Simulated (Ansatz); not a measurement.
# MgSe: how the settings move a single-point run

Aim: see which settings change the result for MgSe, by how much, and at what cost.

Method: reference: DFT, r2SCAN, all-electron PAW with datasets made for the crystal, scalar-relativistic, in Ansatz 0.2.0.

### Step 1. The structure to begin with

The structure is cubic, space group Fm-3m (No. 225). Conventional cell: a = 5.467 Å, b = 5.467 Å, c = 5.467 Å, α = 90.00°, β = 90.00°, γ = 90.00°. Mg (site symmetry m-3m) is surrounded by 6 Se at 2.73 Å. Around Se (site symmetry m-3m) lie 6 Mg at 2.73 Å.

Structure file:

```
Mg Se
1.0
     0.00000    2.73372    2.73372
     2.73372    0.00000    2.73372
     2.73372    2.73372    0.00000
Mg Se
1 1
Direct
  0.00000 0.00000 0.00000
  0.50000 0.50000 0.50000
```

### Step 2. Reference

Input file input.yaml:

```yaml
crystal:
  lattice:
    - [0.0, 2.7337235204, 2.7337235204]
    - [2.7337235204, 0.0, 2.7337235204]
    - [2.7337235204, 2.7337235204, 0.0]
  atoms:
    - { symbol: Mg, position: [0.0, 0.0, 0.0] }
    - { symbol: Se, position: [0.5, 0.5, 0.5] }
kpoints:
  mp_grid: { grid: [9, 9, 9] }
scf:
  occupations: { method: fermi_dirac, width: 0.03 }
hamiltonian:
  xc: r2scan
  pseudopotentials: { kind: all_electron, datasets: crystal }
output:
  forces: true
  stress: true
  eigenvalues: true
  efg: { contact_densities: true }
```

The run is started by

```console
$ ansatz run input.yaml --threads 1 --pin off --max-ram 2048MiB --backend cpu --events-out ev --progress --plain --runs-dir out
```

### Step 3. Changed: mp_grid.grid [14, 14, 14]

input.yaml: that of step 2 with these lines changed.

```diff
@@ -9,3 +9,3 @@
 kpoints:
-  mp_grid: { grid: [9, 9, 9] }
+  mp_grid: { grid: [14, 14, 14] }
 scf:
```

What does the calculation give? Wanted: for each run, ending; energy change; pressure; gap; force.

**Answer**, as computed:

| run | ending | energy change | pressure (GPa) | gap (eV) | force (eV/Å) | cycles | time |
| --- | --- | --- | --- | --- | --- | --- | --- |
| reference | converged | 0 | 0.2 | 2.61 | 0.00 | 9 | 4.9 s |
| 1: mp_grid.grid [14, 14, 14] | converged | 0.0 meV/atom | 0.2 | 2.48 | 0.00 | 9 | 11 s |

Residual by cycle in the longest SCF loop of each run; runs are numbered as in the table. The quantity is the density residual dr2, in eV.

| cycle | reference | run 1 |
| --- | --- | --- |
| 1 | 0.917 | 0.917 |
| 2 | 0.0828 | 0.0828 |
| 3 | 0.0067 | 0.00668 |
| 4 | 2.0e-4 | 1.9e-4 |
| 5 | 5.5e-6 | 5.5e-6 |
| 6 | 9.4e-6 | 1.1e-5 |
| 7 | 1.7e-7 | 1.6e-7 |
| 8 | 9.9e-9 | 1.0e-8 |
| 9 | 8.6e-10 | 9.0e-10 |

**Reading.** Changing the k-point mesh moves the energy by 0.0 meV/atom, and the gap on the mesh goes from 2.61 to 2.48 eV. Sampling errors of the energy have no fixed sign. A gap read on a mesh depends on which points the mesh holds, and a coarse mesh shifts the density too. Cost: 11 s against 4.9 s.

These are semilocal Kohn-Sham gaps, which aren't the measured quantity. Such gaps usually fall short of the measured ones.
